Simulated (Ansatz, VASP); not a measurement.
# One calculation of TiO, two programs

The input INCAR:

```
ALGO = Normal ; EDIFF = 1E-6
ENCUT = 520 ; GGA = PS
ISIF = 2 ; ISMEAR = 0
LASPH = True ; LCHARG = False
LREAL = False ; LWAVE = False
NBANDS = 16 ; NELM = 60
PREC = Accurate ; SIGMA = 0.15
```

The input KPOINTS:

```
k-points
0
Gamma
  18 18 16
```

Contents of POSCAR:

```
TiO
1.0
    2.7885979981      0.0000000000      0.0000000000
   -1.3942989991      2.4149967073      0.0000000000
    0.0000000000      0.0000000000      3.0173000000
Ti O
1 1
Direct
    0.6666666667      0.3333333333      0.0000000000
    0.0000000000      0.0000000000      0.5000000000
```

Input for Ansatz:

```yaml
crystal:
  lattice:
    - [2.7885979981, 0.0, 0.0]
    - [-1.3942989991, 2.4149967073, 0.0]
    - [0.0, 0.0, 3.0173]
  atoms:
    - { symbol: Ti, position: [0.6666666667, 0.3333333333, 0.0] }
    - { symbol: O, position: [0.0, 0.0, 0.5] }
basis:
  ecutwfc: 520.0
kpoints:
  mp_grid: { grid: [18, 18, 16] }
hamiltonian:
  xc: pbesol
  pseudopotentials: { kind: paw, azcp: { folder: soft_1 } }
scf:
  occupations: { method: gaussian, width: 0.15 }
output:
  forces: true
  stress: true
  eigenvalues: true
```

Alike in both runs: task single point; functional PBEsol; k mesh 18 × 18 × 16; occupations gaussian, width 0.15 eV; no spin polarisation.

```csv
,VASP,Ansatz
version,VASP 6.6.1,Ansatz 0.2.0
potentials or method,"VASP PAW PBE potentials, release 64 (Ti_sv, O)","scalar-relativistic, plane waves, PAW"
plane-wave cutoff (eV),520,520
valence electrons in the cell,18,18
```

```csv
,VASP,Ansatz,Ansatz less VASP
gap on the k mesh at the Fermi level (eV),none,none,-
pressure (GPa),-16.8,-17.4,-0.53
largest component of the traceless stress (GPa),20.55,20.69,+0.147
```

A gap of «none» marks a metal or a gap that the smearing closes. Ansatz warned: «pseudo_functional_mismatch».

Caveats: so large a pressure means that the cell lies far from this level's equilibrium, or that cutoff or potentials fall short (VASP); the potentials were made for another functional, which shifts forces and pressure (VASP); semilocal functionals often make such compounds metallic where correlation or magnetic order opens a gap, which also shifts bond lengths.
